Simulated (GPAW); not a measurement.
# Te2Pt (Moncheite) (P-3m1) in GPAW: reference runs

How does Te2Pt (Moncheite) come out in PBE? The cell is run as given.

All numbers are computed with GPAW 26.7.0; they aren't measurements. Logs are shortened: lines on timing, memory, paths and dates and some standing lists are left out, and cuts for length are marked. The log counts tension as positive stress, the text compression.

**1. Starting point**

It takes space group P-3m1 (No. 164, trigonal). Conventional cell: a = 4.010 Å, b = 4.010 Å, c = 5.201 Å, α = 90.00°, β = 90.00°, γ = 120.00°. Pt (site symmetry -3m) is surrounded by 6 Te at 2.66 Å. Around Te (site symmetry 3m) lie 3 Pt at 2.66 Å.

**2. Single point, PBE**

Input file run.py:

```python
from ase import Atoms
from ase.dft.bandgap import bandgap
from ase.io import write
from ase.units import Bohr, GPa
from gpaw import GPAW, PW
from gpaw.elf import elf_from_dft_calculation

atoms = Atoms(['Pt', 'Te', 'Te'],
              cell=[[4.01, 0.0, 0.0],
                    [-2.005, 3.4727618692, 0.0],
                    [0.0, 0.0, 5.201]],
              scaled_positions=[[0.0, 0.0, 0.0],
                                [0.6666666667, 0.3333333333, 0.75],
                                [0.3333333333, 0.6666666667, 0.25]],
              pbc=True)

calc = GPAW(mode=PW(600),
            xc='PBE',
            kpts={'size': (8, 8, 5), 'gamma': True},
            occupations={'name': 'fermi-dirac', 'width': 0.05},
            nbands=26,
            convergence={'density': 1e-05, 'energy': 1e-05},
            maxiter=150,
            txt='gpaw.txt')
atoms.calc = calc
energy = atoms.get_potential_energy()
forces = atoms.get_forces()
stress = atoms.get_stress()
calc.write('gs.gpw')
write('result.traj', atoms)
print(f'Energy: {energy:.6f} eV')
print('Forces (eV/A):')
print(forces.round(4))
print('Stress (GPa):', (stress / GPa).round(3))
print('Fermi level:', round(calc.get_fermi_level(), 4), 'eV')
print(f'Gap: {bandgap(calc)[0]:.4f} eV, direct: {bandgap(calc, direct=True)[0]:.4f} eV')

# fields on the real-space grid
write('density.cube', atoms, data=calc.get_pseudo_density() * Bohr**3)
write('potential.cube', atoms, data=calc.get_electrostatic_potential())
write('elf.cube', atoms, data=elf_from_dft_calculation(calc).data)
```

Potentials or basis: GPAW PAW data sets (gpaw-data 1.2.1), pw.

Run with:

```
OMP_NUM_THREADS=1 python run.py
```

gpaw.txt:

```text
__  _  _
 | _ |_)|_||  |
 |__||  | ||/\| - 26.7.0

Input parameters:
  mode=PW(ecut=600.0),
  convergence={'density': 1e-05, 'energy': 1e-05},
  kpts=MonkhorstPack(size=(8, 8, 5), gamma=True),
  maxiter=150,
  nbands=26,
  occupations=Occupations(name='fermi-dirac', width=0.05),
  xc=XC(name='PBE')

Diagonalizing LCAO Hamiltonian
Converting LCAO to pw mode

             Te

         Te

       Pt

Atoms  # Å, Bohr magnetons
|   | symbol |         x |        y |        z |    initial magnetic moments |
|---|--------|-----------|----------|----------|-----------------------------|
| 0 |     Pt |  0.000000 | 0.000000 | 0.000000 | ( 0.0000,  0.0000,  0.0000) |
| 1 |     Te |  2.005000 | 1.157587 | 3.900750 | ( 0.0000,  0.0000,  0.0000) |
| 2 |     Te | -0.000000 | 2.315175 | 1.300250 | ( 0.0000,  0.0000,  0.0000) |

Unit cell  # Å
| periodic |         x |        y |        z |  lengths |     angles |
|----------|-----------|----------|----------|----------|------------|
|      yes |  4.010000 | 0.000000 | 0.000000 | 4.010000 |  90.000000 |
|      yes | -2.005000 | 3.472762 | 0.000000 | 4.010000 |  90.000000 |
|      yes |  0.000000 | 0.000000 | 5.201000 | 5.201000 | 120.000000 |

Number of symmetries: 12
Symmetry operations  # r_c * U_cc + t_c -> r_c
|    | kind |            matrix            |
|----|------|------------------------------|
|  0 |  σ   |  1, 1, 0,  0,-1, 0,  0, 0, 1 |
|  1 |  S6  |  1, 1, 0, -1, 0, 0,  0, 0,-1 |
|  2 |  E   |  1, 0, 0,  0, 1, 0,  0, 0, 1 |
|  3 |  C2  |  1, 0, 0, -1,-1, 0,  0, 0,-1 |
|  4 |  C2  |  0, 1, 0,  1, 0, 0,  0, 0,-1 |
|  5 |  C3  |  0, 1, 0, -1,-1, 0,  0, 0, 1 |
|  6 |  S6  |  0,-1, 0,  1, 1, 0,  0, 0,-1 |
|  7 |  σ   |  0,-1, 0, -1, 0, 0,  0, 0, 1 |
|  8 |  σ   | -1, 0, 0,  1, 1, 0,  0, 0, 1 |
|  9 |  i   | -1, 0, 0,  0,-1, 0,  0, 0,-1 |
| 10 |  C3  | -1,-1, 0,  1, 0, 0,  0, 0, 1 |
| 11 |  C2  | -1,-1, 0,  0, 1, 0,  0, 0,-1 |

BZ-sampling:
  Number of BZ points: 320
  Number of IBZ points: 40

  Monkhorst-Pack size: [8, 8, 5]
  Monkhorst-Pack shift: [0.0625, 0.0625, 0.0]

K-points  # in reciprocal-cell coordinates
|     |                                coordinates |     weight |
|-----|--------------------------------------------|------------|
|   0 | (  0.00000000,   0.00000000,   0.00000000) | 0.00312500 |
|   1 | (  0.00000000,   0.00000000,   0.20000000) | 0.00625000 |
|   2 | (  0.00000000,   0.00000000,   0.40000000) | 0.00625000 |
|   3 | (  0.12500000,   0.00000000,  -0.40000000) | 0.01875000 |
|   4 | (  0.12500000,   0.00000000,  -0.20000000) | 0.01875000 |
|   5 | (  0.12500000,   0.00000000,   0.00000000) | 0.01875000 |
|   6 | (  0.12500000,   0.00000000,   0.20000000) | 0.01875000 |
|   7 | (  0.12500000,   0.00000000,   0.40000000) | 0.01875000 |
|   8 | (  0.25000000,  -0.12500000,   0.00000000) | 0.01875000 |
|   9 | (  0.25000000,  -0.12500000,   0.20000000) | 0.03750000 |
| ... |                                            |            |
|  39 | (  0.50000000,   0.50000000,   0.40000000) | 0.01875000 |

Plane wave coefficients: 2436
Cutoff: 600.0 eV

Spin-components: 1 (collinear spins)
Bands:           26
Projectors:      16
Spin-degeneracy: 2
Datatype:        complex128

Parallelization:
  kpt:    1
  domain: 1
  band:   1

Density:
  Valence electrons: 28.0
  Components: 1
  Grid points: [24 24 30]
  Charge: 0.0  # |e|

Potential:
  Grid points: [24 24 30]

species:
  Pt:
    name:    Platinum
    Z:       78.0
    valence: 16
    core:    62
    charge:  0.0  # [|e|]
    compensation charges:
      type: gauss
      rc: 0.41  # [Å]
      lmax: 2
    cutoffs:
      filter: 2.26  # [Å]
      core: 2.26  # [Å]
    projectors
    | kind |    occ | energy [eV] | rcut [Å] |
    |------|--------|-------------|----------|
    |   6s |  1.000 |      -5.628 |    1.307 |
    |   5p |  6.000 |     -56.051 |    1.371 |
    |   6p |  0.000 |      -0.845 |    1.371 |
    |   5d |  9.000 |      -6.153 |    1.307 |
    |    s |        |      21.583 |    1.307 |
    |    d |        |      21.058 |    1.307 |

    Using partial waves for Pt as LCAO basis

  Te:
    name:    Tellurium
    Z:       52.0
    valence: 6
    core:    46
    charge:  0.0  # [|e|]
    compensation charges:
      type: gauss
      rc: 0.36  # [Å]
      lmax: 2
    cutoffs:
      filter: 2.09  # [Å]
      core: 3.17  # [Å]
    projectors
    | kind |    occ | energy [eV] | rcut [Å] |
    |------|--------|-------------|----------|
    |   5s |  2.000 |     -15.089 |    1.180 |
    |   5p |  4.000 |      -5.955 |    1.196 |
    |    s |        |      12.123 |    1.180 |
    |    p |        |      21.256 |    1.196 |
    |    d |        |       0.000 |    1.238 |

    Using partial waves for Te as LCAO basis

Reference energy: -869956.729635  # eV

eigensolver:
  PPCG
  Converge bands: occupied
  niter=2

density mixing:
  MSR1-Mixer
  Pratt-step length: 0.05
  Maximum mixing coefficient: 0.75
  Old densities: 10
  SVD Regularization: 0.005
  Good broyden scale: 1.0
  Trust region scale: 1.0
  Backstep threshold: 4.0
  History deletion threshold: 6.0
  Fourier metric: weight=20.0, sigma=0.015

occupation numbers:
  Fermi-Dirac:
    width: 0.0500  # eV

poisson solver:
  ecut: 4800.0  # eV

xc functional:
  name: PBE with 2 nearest neighbor stencil

convergence criteria:
[... 6 lines left out ...]
|iter     | |      energy | eigst |  dens |
|---------|-|-------------|-------|-------|
|iter:   1| |  -14.401399 | +0.25 |       |
|iter:   2| |  -14.252685 | -1.90 | -1.16 |
|iter:   3| |  -13.949880 | -2.20 | -1.21 |
|iter:   4| |  -13.917998 | -3.05 | -1.56 |
|iter:   5| |  -13.913665 | -3.58 | -2.00 |
|iter:   6| |  -13.913703 | -4.44 | -2.60 |
|iter:   7| |  -13.913780c| -5.08 | -3.11 |
|iter:   8| |  -13.913784c| -6.32 | -3.76 |
|iter:   9| |  -13.913784c| -7.96c| -4.59 |
|iter:  10| |  -13.913784c| -7.64c| -4.96 |
|iter:  11| |  -13.913784c| -8.53c| -6.16c|

Converged in 11 steps
Energy contributions relative to reference atoms: (reference = -869956.729635)

Energy contributions:
  Kinetic:          16.753933
  Coulomb:         -16.263168
  Zero:             -0.340834
  External:          0.000000
  Xc:              -14.057066
  Entropy:          -0.013299
  Spinorbit:         0.000000
  ----------------------------
  Free energy:     -13.920433
  Extrapolated:    -13.913784

dipole moment: (-6.887224, -11.929022, -17.865562)  # |e|*Ang

Fermi level: 9.023
Eigenvalues  # (at kpt = [0.000, 0.000, 0.000])
| band index |      eig [eV] | occ [0-2] |
|------------|---------------|-----------|
|          0 |       -44.789 |     2.000 |
|        ... |               |           |
|          5 |         2.033 |     2.000 |
|          6 |         2.842 |     2.000 |
|          7 |         2.842 |     2.000 |
|          8 |         4.898 |     2.000 |
|          9 |         4.898 |     2.000 |
|         10 |         6.190 |     2.000 |
[... 8 lines left out ...]
|         19 |        14.824 |     0.000 |
|         20 |        18.290 |     0.000 |
|        ... |               |           |
|         25 |        19.137 |     0.000 |

No gap
No difference between direct/indirect transitions

Forces  # eV/Ang
|        x |       y |        z |
|----------|---------|----------|
| -0.00000 | 0.00000 |  0.00000 |  # Pt   0
| -0.00000 | 0.00000 | -0.93639 |  # Te   1
|  0.00000 | 0.00000 |  0.93639 |  # Te   2

Stress tensor  # eV/Ang^3
|         x |         y |         z |
|-----------|-----------|-----------|
| -0.052495 |  0.000000 |  0.000000 |
|  0.000000 | -0.052495 |  0.000000 |
|  0.000000 |  0.000000 | -0.042453 |

# Writing to gs.gpw (mode='')
```

Run time: 45 s. Hardware: 1 thread of Arm Neoverse V2, shared host; peak memory 0.21 GiB.

What came out:

| Property | Result |
| --- | --- |
| Free energy | -13.9204 eV |
| Pressure | 7.9 GPa |
| Largest force | 0.936 eV/Å |
| Band gap on the k mesh | none (metal or under the smearing width) |

Forces in eV/Å, atoms in the order of the input:
```
Pt   0.000  0.000  0.000
Te   0.000  0.000 -0.936
Te   0.000  0.000  0.936
```

Levels at points of the mesh, in eV from the Fermi level:
```
           k point  band 10  band 11  band 12  band 13  band 14  band 15  band 16  band 17  band 18  band 19
(0.00, 0.00, 0.00)    -4.12    -2.83    -0.67    -0.67     1.07     1.07     1.26     2.65     4.35     5.80
(0.50, 0.50, 0.00)    -3.85    -3.79    -3.66    -3.57    -3.00     0.14     2.52     3.62     5.26     5.74
```

Spin-orbit coupling is left out, which matters for the levels of Pt, Te.
